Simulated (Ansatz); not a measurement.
The system is Co.

```xyz
2
Lattice="2.4720 0.0000 0.0000 -1.2360 2.1408 0.0000 0.0000 0.0000 4.0211" Properties=species:S:1:pos:R:3 pbc="T T T"
Co    1.2360    0.7136    3.0159
Co    0.0000    1.4272    1.0053
```

| Property | Result |
| --- | --- |
| Program | Ansatz 0.2.0 |
| Task | single point |
| Functional | PBE |
| Potentials or basis | Ansatz PAW |
| Cutoff | 420 eV (not typed: the program's choice for these potentials) |
| k mesh | 12 × 12 × 7 |
| Occupations | fermi-dirac, width 0.05 eV |
| Spin | collinear spin, ferromagnetic start |
| Starting moments | [2.0, 2.0] μB |

On this cell: pressure 4.7 GPa; largest force under 0.003 eV/Å; net moment 3.21 μB per cell; site moments Co +1.68 μB; band gap on the k mesh none (metal or under the smearing width).

The same run follows on a disturbed copy (atoms moved at random, drawn with an rms of 0.05 Å):

```xyz
2
Lattice="2.4720 0.0000 0.0000 -1.2360 2.1408 0.0000 0.0000 0.0000 4.0211" Properties=species:S:1:pos:R:3 pbc="T T T"
Co    1.2570    0.6694    2.9866
Co    0.0418    1.3977    0.9655
```

What changes?

The energy (extrapolated to zero smearing) moves by +0.6 meV/atom; pressure 4.8 GPa; largest force 0.096 eV/Å; net moment 3.21 μB per cell; site moments Co +1.68 μB; band gap on the k mesh none (metal or under the smearing width).

Forces on the atoms (eV/Å):
```
Co   0.054  0.038 -0.069
Co  -0.054 -0.038  0.069
```

Stress tensor (GPa, compression positive):
```
 5.41 -0.42 -0.03
-0.42  6.00 -0.02
-0.03 -0.02  3.00
```
